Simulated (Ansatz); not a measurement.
RuO2: strain tensor (xx, yy, zz, yz, xz, xy) = (+0.55, +0.14, −1.79, +1.13, −0.69, −0.54) %

The reference is RuO₂ in the rutile structure (space group P4_2/mnm, No. 136; a = 4.523 Å, c = 3.119 Å). Axes: x, y, z lie along a, b, c of the conventional cell.

Perturbation: strain tensor (xx, yy, zz, yz, xz, xy) = (+0.55, +0.14, −1.79, +1.13, −0.69, −0.54) %; the atoms relax in the strained cell.

Computed with PBE (Ansatz, a first-principles code; PAW; 420 eV plane waves; spin-orbit coupling left out). k-mesh 10×10×15 (Γ-centred); smearing 0.05 eV (Fermi–Dirac).

The volume per atom drops by 0.12 Å³ (10.64 Å³ → 10.52 Å³) and the space group goes from P4_2/mnm (No. 136) to P-1 (No. 2). The shortest interatomic distance decreases by 0.0127 Å, from 1.955 Å to 1.943 Å and the energy grows by 7.9 meV/atom. The pressure (mean of the normal stresses, compression positive) goes from zero to 3.9 GPa and the band gap is still zero. The largest internal atomic displacement comes out as 0.023 Å and the stress (xx, yy, zz, yz, xz, xy; compression positive) comes out as (1.7, 2.0, 8.1, -2.5, 1.6, 2.4) GPa (rough).

Final structure:

```
CELL_PARAMETERS angstrom
      4.54827    -0.02443    -0.03121
     -0.02443     4.52972     0.05089
     -0.02152     0.03509     3.06319
ATOMIC_POSITIONS crystal
  Ru 0.50000 0.50000 0.50000
  Ru 0.00000 0.00000 0.00000
  O  0.80494 0.80358 0.50164
  O  0.30452 0.69684 0.99370
  O  0.69548 0.30316 0.00630
  O  0.19506 0.19642 0.49836
```

Without a gap, meshes like the base's 10×10×15 leave anisotropic stresses uncertain by several tenths of a GPa, and small strain energies with them. Whether these cells are dynamically stable was not tested. No Hubbard U is applied, and correlation can decide whether such a compound is a metal. The final runs are not spin-polarised.
